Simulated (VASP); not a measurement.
# PtS2 in VASP: further runs

One slab, PtS2, is run at these levels: PBE; tasks: single point.

Program: VASP 6.6.1. These are calculated values, not measurements. Logs are shortened: lines on timing, memory, paths and dates and some standing lists are left out, and cuts for length are marked.

### Step 1. The slab as given

The cell holds a slab with vacuum, 3 atoms: a = 3.543 Å, b = 3.543 Å, c = 8.288 Å, α = 90.00°, β = 90.00°, γ = 120.00°.

### Step 2. Single point, PBE

The input, INCAR:

```
ALGO     = Normal         # electronic algorithm
DIPOL    = 0.5 0.5 0.500
EDIFF    = 1E-7           # SCF threshold, eV
ENCUT    = 460            # plane-wave cutoff, eV
GGA      = PE             # functional
IDIPOL   = 3            
ISIF     = 2              # what is computed and relaxed
ISMEAR   = 0              # smearing method
LASPH    = T              # aspherical terms in the spheres
LCHARG   = F              # write CHGCAR
LDIPOL   = T            
LREAL    = F              # projectors in reciprocal space
LVACPOTAV= T            
LVHAR    = T            
LWAVE    = F              # write WAVECAR
NBANDS   = 22             # bands
NELM     = 120            # most SCF steps
PREC     = Accurate       # precision mode
SIGMA    = 0.05           # smearing width, eV
```

The input, KPOINTS:

```
k-points
0
Gamma
  7 7 1
```

The input, POSCAR:

```
PtS2
1.0
    3.5432000000      0.0000000000      0.0000000000
   -1.7716000000      3.0685012100      0.0000000000
    0.0000000000      0.0000000000      8.2876152000
S Pt
2 1
Direct
    0.6666666667      0.3333333333      0.3619859185
    0.3333333333      0.6666666667      0.6380140815
    0.0000000000      0.0000000000      0.5000000000
```

Potentials or basis: VASP PAW PBE potentials, release 64 (S, Pt).

On the command line:

```
> cat potpaw_PBE.64/S/POTCAR potpaw_PBE.64/Pt/POTCAR > POTCAR
> mpirun -np 1 vasp_std > vasp.out
```

OUTCAR:

```text
EDIFF = 1E-7
   ENCUT = 460
   GGA = PE
   ISIF = 2
   ISMEAR = 0
   LASPH = T
   LREAL = F
   NELM = 120
   PREC = Accurate

 Found      8 irreducible k-points:

 Following reciprocal coordinates:
            Coordinates               Weight
  0.000000  0.000000  0.000000      1.000000
  0.142857  0.000000  0.000000      6.000000
  0.285714 -0.000000  0.000000      6.000000
  0.428571  0.000000  0.000000      6.000000
  0.142857  0.142857  0.000000      6.000000
  0.285714  0.142857  0.000000     12.000000
   k-points           NKPTS =      8   k-points in BZ     NKDIM =      8   number of bands    NBANDS=     22
   number of dos      NEDOS =    301   number of ions     NIONS =      3
   total plane-waves  NPLWV =  47040
   dimension x,y,z NGX =    28 NGY =   28 NGZ =   60
   dimension x,y,z NGXF=    56 NGYF=   56 NGZF=  120
   ions per type =               2   1
   NGX,Y,Z   is equivalent  to a cutoff of  13.14, 13.14, 12.04 a.u.
   NGXF,Y,Z  is equivalent  to a cutoff of  26.28, 26.28, 24.07 a.u.
 SYSTEM =  unknown system
   PREC   = accura    normal or accurate (medium, high low for compatibility)
   ISTART =      0    job   : 0-new  1-cont  2-samecut
   ICHARG =      2    charge: 1-file 2-atom 10-const
   ISPIN  =      1    spin polarized calculation?
   LNONCOLLINEAR =      F non collinear calculations
   LSORBIT =      F    spin-orbit coupling
   LASPH  =      T    aspherical Exc in radial PAW
   ENCUT  =  460.0 eV  33.81 Ry    5.81 a.u.   6.20  6.20 14.49*2*pi/ulx,y,z
   NELM   =    120;   NELMIN=  2; NELMDL= -5     # of ELM steps
   EDIFF  = 0.1E-06   stopping-criterion for ELM
   LREAL  =      F    real-space projection
   EDIFFG = 0.1E-05   stopping-criterion for IOM
   NSW    =      0    number of steps for IOM
   IBRION =     -1    ionic relax: 0-MD 1-quasi-New 2-CG
   NFREE  =      0    steps in history (QN), initial steepest desc. (CG)
   ISIF   =      2    stress and relaxation
   ISYM   =      2    0-nonsym 1-usesym 2-fastsym
   POTIM  = 0.5000    time-step for ionic-motion
   TEBEG  =    0.0;   TEEND  =   0.0 temperature during run
   PSTRESS=    0.0 pullay stress
   NELECT =      22.0000    total number of electrons
   NUPDOWN=      -1.0000    fix difference up-down
   EMIN   =  10.00;   EMAX   =-10.00  energy-range for DOS
   EFERMI =   0.00;   METHOD = LEGACY
   ISMEAR =     0;   SIGMA  =   0.05  broadening in eV -4-tet -1-fermi 0-gaus
   EFERMI_NEDOS =   21; number of points for ismear=-14 and -15
   IALGO  =     38    algorithm
   IMIX   =      4    mixing-type and parameters
     AMIX     =   0.40;   BMIX     =  1.00
     AMIX_MAG =   1.60;   BMIX_MAG =  1.00
  volume/ion in A,a.u.               =      30.04       202.69
  Fermi-wavevector in a.u.,A,eV,Ry     =   1.023211  1.933588 14.244766  1.046961
  Thomas-Fermi vector in A             =   2.156932
   LORBIT       =      0    0 simple, 1 ext, 2 COOP (PROOUT), +10 PAW based schemes
   GGA     = PE    functional components
   LHFCALC =     F    Hartree Fock is set to
   AEXX    =    0.0000 exact exchange contribution
   IVDW    =     0    specifies the selected vdW correction
   LEPSILON=     F    determine dielectric tensor
   LRPA    =     F    only Hartree local field effects (RPA)
 non-spin polarized calculation
 Gauss-broadening in eV      SIGMA  =   0.05
  energy-cutoff  :      460.00
  volume of cell :       90.11
 maximum number of plane-waves:      2035
 NGX is ok and might be reduce to    28
   NGX = 13   NGY = 13   NGZ = 29

 number of electron      22.0000001 magnetization

 dipolmoment           0.000000      0.000000     -0.000000 electrons x Angstroem

 Free energy of the ion-electron system (eV)
  ---------------------------------------------------
  ext. energy  EPLUGINS =         0.00000000
  ---------------------------------------------------
  free energy    TOTEN  =       -15.32117064 eV

  energy without entropy =      -15.32117064  energy(sigma->0) =      -15.32117064

 E-fermi :   1.5583     XC(G=0):  -7.3524

 val. band max:        1.2412914381   @ k =   0.1429   0.1429   0.0000
 cond. band min:       3.1406697546   @ k =   0.2857  -0.0000   0.0000
 fundamental gap:      1.8993783165
 Fermi energy:         1.5582898558

 k-point     1 :       0.0000    0.0000    0.0000
  band No.  band energies     occupation
      1     -13.4349      2.00000
      2     -10.6618      2.00000
      3      -5.0707      2.00000
      4      -5.0707      2.00000
      5      -4.2895      2.00000
      6      -2.0354      2.00000
      7      -2.0354      2.00000
      8       0.5044      2.00000
      9       0.5049      2.00000
     10       0.7498      2.00000
     11       0.7498      2.00000
     12       4.6840      0.00000
     13       4.6840      0.00000
     14       6.3044      0.00000
     15       7.1134      0.00000
     16       9.3122      0.00000
     17       9.7973      0.00000
     18       9.7973      0.00000
     19      10.1434      0.00000
     20      14.0632      0.00000
     21      14.0632      0.00000
     22      15.6840      0.00000

 k-point     2 :       0.1429    0.0000    0.0000
  band No.  band energies     occupation
      1     -13.1649      2.00000
      2     -10.7748      2.00000
      3      -4.9615      2.00000
      4      -4.8913      2.00000
      5      -4.0718      2.00000
      6      -2.4484      2.00000
      7      -2.2285      2.00000
      8      -0.4740      2.00000
      9       0.8101      2.00000
     10       0.9047      2.00000
     11       1.1273      2.00000
     12       3.5874      0.00000
     13       4.3471      0.00000
     14       6.8303      0.00000
     15       7.9697      0.00000
     16       8.9138      0.00000
     17      10.0041      0.00000
     18      10.6653      0.00000
     19      10.6813      0.00000
     20      12.9085      0.00000
     21      13.7489      0.00000
     22      13.8790      0.00000

 k-point     3 :       0.2857   -0.0000    0.0000
  band No.  band energies     occupation
      1     -12.4574      2.00000
      2     -11.0181      2.00000
      3      -4.7780      2.00000
      4      -4.5024      2.00000
      5      -3.8070      2.00000
      6      -3.1557      2.00000
      7      -2.3687      2.00000
      8      -1.0604      2.00000
      9       0.3650      2.00000
     10       0.4313      2.00000
     11       1.0177      2.00000
     12       3.1407      0.00000
     13       4.1924      0.00000
     14       7.1023      0.00000
     15       8.0756      0.00000
     16       9.5462      0.00000
     17      10.0020      0.00000
     18      11.5976      0.00000
     19      11.7863      0.00000
     20      12.8248      0.00000
     21      12.9696      0.00000
     22      13.5645      0.00000

 k-point     4 :       0.4286    0.0000    0.0000
  band No.  band energies     occupation
      1     -11.7302      2.00000
      2     -11.1925      2.00000
      3      -5.5053      2.00000
      4      -4.2827      2.00000
      5      -3.3985      2.00000
      6      -2.7649      2.00000
      7      -1.8393      2.00000
      8      -1.1831      2.00000
      9      -0.7332      2.00000
     10      -0.6413      2.00000
     11       0.1432      2.00000
     12       3.9924      0.00000
     13       4.4112      0.00000
     14       6.9010      0.00000
     15       8.2504      0.00000
     16       9.4432      0.00000
     17      10.1744      0.00000
     18      11.3039      0.00000
     19      11.4267      0.00000
     20      12.0211      0.00000
     21      13.8644      0.00000
     22      14.4611      0.00000

 k-point     5 :       0.1429    0.1429    0.0000
  band No.  band energies     occupation
      1     -12.6717      2.00000
      2     -10.9522      2.00000
      3      -4.7390      2.00000
      4      -4.6292      2.00000
      5      -3.7813      2.00000
      6      -2.8539      2.00000
      7      -2.7297      2.00000
      8      -1.0179      2.00000
      9       0.5525      2.00000
     10       0.8218      2.00000
     11       1.2413      2.00000
     12       3.2944      0.00000
     13       3.6014      0.00000
     14       7.5639      0.00000
     15       8.4800      0.00000
     16       9.1634      0.00000
     17       9.7734      0.00000
     18      11.3379      0.00000
     19      11.4730      0.00000
     20      12.4922      0.00000
     21      13.0349      0.00000
     22      13.3946      0.00000

 k-point     6 :       0.2857    0.1429    0.0000
  band No.  band energies     occupation
      1     -11.9134      2.00000
      2     -11.1607      2.00000
      3      -4.9083      2.00000
      4      -4.4185      2.00000
      5      -3.7186      2.00000
      6      -2.8760      2.00000
      7      -2.6159      2.00000
      8      -1.2252      2.00000
      9      -0.4422      2.00000
     10      -0.0788      2.00000
     11       0.9391      2.00000
     12       3.4470      0.00000
     13       3.8931      0.00000
     14       7.6316      0.00000
     15       8.8660      0.00000
     16       9.4433      0.00000
     17      10.2374      0.00000
     18      11.1290      0.00000
     19      11.4967      0.00000
     20      12.1214      0.00000
     21      13.1789      0.00000
     22      13.7918      0.00000

 [... further k-points ...]

------------------------ aborting loop because EDIFF is reached ----------------------------------------

  FORCE on cell =-STRESS in cart. coord.  units (eV):
  Direction    XX          YY          ZZ          XY          YZ          ZX
  --------------------------------------------------------------------------------------
  -------------------------------------------------------------------------------------
  Total        3.4798666      3.4798666      3.0986642      0.0000000      0.0000000     -0.0000000
  in kB       61.8759152     61.8759151     55.0977101      0.0000000      0.0000000     -0.0000000
  external PRESSURE =      59.6165135 kB  Pullay stress =       0.0000000 kB

 VOLUME and BASIS-vectors are now :
 -----------------------------------------------------------------------------
  energy-cutoff  :      460.00
  volume of cell :       90.11
      direct lattice vectors                 reciprocal lattice vectors
     3.543200000  0.000000000  0.000000000     0.282230752  0.162946001  0.000000000
    -1.771600000  3.068501210  0.000000000     0.000000000  0.325892001  0.000000000
     0.000000000  0.000000000  8.287615200     0.000000000  0.000000000  0.120661973

 POSITION                                       TOTAL-FORCE (eV/Angst)
 -----------------------------------------------------------------------------------
      1.77160      1.02283      3.00000        -0.000000     -0.000000     -1.359103
     -0.00000      2.04567      5.28762         0.000000      0.000000      1.359103
      0.00000      0.00000      4.14381         0.000000     -0.000000      0.000000
 -----------------------------------------------------------------------------------
    total drift:                                0.000000      0.000000      0.000000

  FREE ENERGIE OF THE ION-ELECTRON SYSTEM (eV)
  ---------------------------------------------------
  free  energy   TOTEN  =       -15.3211706351 eV

  energy  without entropy=      -15.3211706351  energy(sigma->0) =      -15.32117064
```

Wall time 20 s (1 thread of Intel Xeon Platinum 8259CL at 2.50GHz (Skylake/Cascade Lake), shared host); peak memory 0.2 GiB.

These settings aren't checked as converged: the numbers below hold their error.

What came out:

```yaml
Free_energy: -15.3212 eV
Largest_force: 1.359 eV/Å
Band_gap_on_the_k_mesh: 1.90 eV, indirect (least direct gap 2.05 eV)
```

Caveat: spin-orbit coupling is left out, which moves the levels of the heavy elements.

(Part 1 of 2 ends here.)
